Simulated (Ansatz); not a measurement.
**Co under changes of volume**

One of the cells (10.640 Å³/atom); the others are scaled copies at fixed shape and fractional positions:

```xyz
2
Lattice="2.4720 0.0000 0.0000 -1.2360 2.1408 0.0000 0.0000 0.0000 4.0211" Properties=species:S:1:pos:R:3 pbc="T T T"
Co    1.2360    0.7136    3.0159
Co    0.0000    1.4272    1.0053
```

| Quantity | Value |
| --- | --- |
| Program | Ansatz 0.2.0 |
| Functional | PBE |
| Potentials or basis | Ansatz PAW |
| Cutoff | 420 eV (not typed: the program's choice for these potentials) |
| k mesh | 12 × 12 × 7 |
| Occupations | fermi-dirac, width 0.05 eV |
| Spin | collinear spin, ferromagnetic start |
| Starting moments | [2.0, 2.0] μB |

```tsv
volume (Å³/atom)	energy over the lowest point (meV/atom)	pressure (GPa)	moment (μB per cell)
10.002	52.24	20.8	3.04
10.215	28.88	14.9	3.10
10.427	?	?	?
10.640	3.36	4.7	3.21
10.853	0.00	0.4	3.25
11.066	2.11	-3.5	3.29
11.279	9.13	-7.0	3.32
```

**Question.** What does the run at 10.427 Å³/atom give?

**Answer.** Energy over the lowest point 12.80 meV/atom; pressure 9.6 GPa; moment 3.16 μB per cell.

Worked out: A Birch-Murnaghan fit of order 3 (a polynomial in V^(-2/3)) to the other rows has its minimum at 10.88 Å³/atom with B0 = V·E''(V) = 208 GPa and B' = 3.9 at fixed shape and positions, which overstates the stiffness. It gives 12.84 meV/atom at 10.427 Å³/atom, against the run's 12.80, and -dE/dV = 9.5 GPa, against 9.6. A parabola through the other rows of the moment, of slope 0.25 μB per Å³/atom there, gives 3.16 μB, against the run's 3.16.

Energies are extrapolated to zero smearing.
